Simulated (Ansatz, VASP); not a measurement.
HgS6: VASP beside Ansatz

```
CELL_PARAMETERS angstrom
5.48142 0.00000 0.00000
0.00000 5.48142 0.00000
0.00000 0.00000 5.48142
ATOMIC_POSITIONS crystal
Hg 0.00000 0.00000 0.00000
S 0.80113 0.50000 0.50000
S 0.19887 0.50000 0.50000
S 0.50000 0.50000 0.80113
S 0.50000 0.50000 0.19887
S 0.50000 0.19887 0.50000
S 0.50000 0.80113 0.50000
```

Change from the starting cell: species swapped into the YB6 type (Pm-3m, No. 221).

Alike in both runs: task single point; functional PBE; k mesh 4 × 4 × 4; occupations gaussian, width 0.1 eV; no spin polarisation.

|  | VASP | Ansatz |
| --- | --- | --- |
| version | VASP 6.6.1 | Ansatz 0.2.0 |
| potentials or method | VASP PAW PBE potentials, release 64 (Hg, S) | scalar-relativistic, plane waves, PAW |
| plane-wave cutoff (eV) | 520 | 420 |
| valence electrons in the cell | 48 | 56 |

Ansatz gave:

```
gap on the k mesh at the Fermi level (eV) : none
pressure (GPa)                            : 15.3
rms of the force components (eV/Å)        : 2.261
```

What did VASP give for the same quantities?

gap on the k mesh at the Fermi level (eV): none; pressure (GPa): 15.1; rms of the force components (eV/Å): 2.239.

Atom by atom the forces differ by 0.022 eV/Å (rms over components). A gap of «none» marks a metal or a gap that the smearing closes. With one functional, cell and mesh, what is left measures potentials, basis and numerics. The two sets of potentials don't hold the same shells in valence.

Caveats: so large a pressure means that the cell lies far from this level's equilibrium, or that cutoff or potentials fall short (VASP); forces of over 1 eV/Å show positions far from the minimum, so gaps and moduli don't describe the material at rest. The runs have no spin-orbit coupling, so splittings on Hg are missing.
